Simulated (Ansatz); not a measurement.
# Ge3N4: band gap under strain

Aim: follow the gap of Ge3N4 built on the database structure prototype through these states: -1.0 % biaxial strain in x and y, free along z; +1.0 % biaxial strain in x and y, free along z; +2.0 % biaxial strain in x and y, free along z. The table at the end shows which levels were run.

The runs shown are made with Ansatz 0.2.0. PAW datasets, plane waves. Computed at 0 K without zero-point motion; spin polarisation is off.

### 1 The cell

The unstrained cell was relaxed with r2SCAN; in each strained cell the atoms were relaxed again with r2SCAN. Names of k-points are those of the unstrained zone, where strain can split equivalent points. First state: -1.0 % biaxial strain in x and y, free along z.

The symmetry is P6_3/m (No. 176, hexagonal); a = 7.963 Å, c = 3.095 Å in the conventional setting, 12.14 Å³ an atom. Ge has 4 N at 1.82–1.83 Å; N has 3 Ge at 1.82 Å; N has 3 Ge at 1.83 Å.

As a file:

```
CELL_PARAMETERS angstrom
7.96349 0.00000 0.00000
-3.98174 6.89658 0.00000
0.00000 0.00000 3.09476
ATOMIC_POSITIONS crystal
Ge 0.83064 0.23636 0.75000
Ge 0.59428 0.83064 0.25000
Ge 0.23636 0.40572 0.25000
Ge 0.76364 0.59428 0.75000
Ge 0.40572 0.16936 0.75000
Ge 0.16936 0.76364 0.25000
N 0.66667 0.33333 0.75000
N 0.33333 0.66667 0.25000
N 0.66988 0.97274 0.75000
N 0.69714 0.66988 0.25000
N 0.97274 0.30286 0.25000
N 0.02726 0.69714 0.75000
N 0.33012 0.02726 0.25000
N 0.30286 0.33012 0.75000
```

From earlier runs on the unstrained cell: PBE 2.19 eV, r2SCAN 2.67 eV, HSE06 3.70 eV; a = 8.044 Å, c = 3.080 Å.

### 2 -1.0 % biaxial strain in x and y, free along z: PBE

input.yaml

```yaml
crystal:
  lattice:
    - [7.9634881689, 0.0, 0.0]
    - [-3.9817440845, 6.896583057, 0.0]
    - [0.0, 0.0, 3.0947638999]
  atoms:
    - { symbol: Ge, position: [0.8306378327, 0.2363588403, 0.75] }
    - { symbol: Ge, position: [0.5942789924, 0.8306378327, 0.25] }
    - { symbol: Ge, position: [0.2363588403, 0.4057210076, 0.25] }
    - { symbol: Ge, position: [0.7636411597, 0.5942789924, 0.75] }
    - { symbol: Ge, position: [0.4057210076, 0.1693621673, 0.75] }
    - { symbol: Ge, position: [0.1693621673, 0.7636411597, 0.25] }
    - { symbol: "N", position: [0.6666666667, 0.3333333333, 0.75] }
    - { symbol: "N", position: [0.3333333333, 0.6666666667, 0.25] }
    - { symbol: "N", position: [0.6698799589, 0.9727410696, 0.75] }
    - { symbol: "N", position: [0.6971388893, 0.6698799589, 0.25] }
    - { symbol: "N", position: [0.9727410696, 0.3028611107, 0.25] }
    - { symbol: "N", position: [0.0272589304, 0.6971388893, 0.75] }
    - { symbol: "N", position: [0.3301200411, 0.0272589304, 0.25] }
    - { symbol: "N", position: [0.3028611107, 0.3301200411, 0.75] }
kpoints:
  mp_grid: { grid: [6, 6, 8] }
  band_path:
    path:
      - [0.0, 0.0, 0.0]
      - [0.5, 0.0, 0.0]
      - [0.3333333333, 0.3333333333, 0.0]
      - [0.0, 0.0, 0.5]
      - [0.5, 0.0, 0.5]
      - [0.3333333333, 0.3333333333, 0.5]
      - [0.0, 0.0, -0.104167]
    npoints: 1
hamiltonian:
  xc: pbe
scf:
  occupations: { method: fermi_dirac, width: 0.02 }
  n_extra_bands: 7
output:
  forces: true
  stress: true
  eigenvalues: true
  write_density: true
  write_potential: true
  elf: true
  volumetric_format: npy
```

Further steps of the session: -1.0 % biaxial strain in x and y, free along z: r2SCAN; -1.0 % biaxial strain in x and y, free along z: HSE06; +1.0 % biaxial strain in x and y, free along z: PBE; +1.0 % biaxial strain in x and y, free along z: r2SCAN; +1.0 % biaxial strain in x and y, free along z: HSE06; +2.0 % biaxial strain in x and y, free along z: PBE; +2.0 % biaxial strain in x and y, free along z: r2SCAN; +2.0 % biaxial strain in x and y, free along z: HSE06.

Before running it: what results should come out?

**Answer**, as computed:

Least gap in eV (negative: overlap), with the change from the unstrained cell in brackets:

| state | volume change (%) | PBE | r2SCAN | HSE06 |
| --- | --- | --- | --- | --- |
| -1.0 % biaxial strain in x and y, free along z | -1.5 | 2.39 (+0.20) | 2.86 (+0.19) | 3.90 (+0.20) |
| +1.0 % biaxial strain in x and y, free along z | +1.6 | 1.96 (-0.23) | 2.43 (-0.24) | 3.46 (-0.24) |
| +2.0 % biaxial strain in x and y, free along z | +3.2 | 1.71 (-0.48) | 2.17 (-0.50) | 3.19 (-0.51) |

In words: The largest move of the HSE06 gap in the table is -0.512 eV, under +2.0 % biaxial strain in x and y, free along z. PBE and HSE06 differ by 1.51 eV on the unstrained gap, and by at most 0.03 eV on its change: the two disagree on the size of the gap but agree on its response to strain.
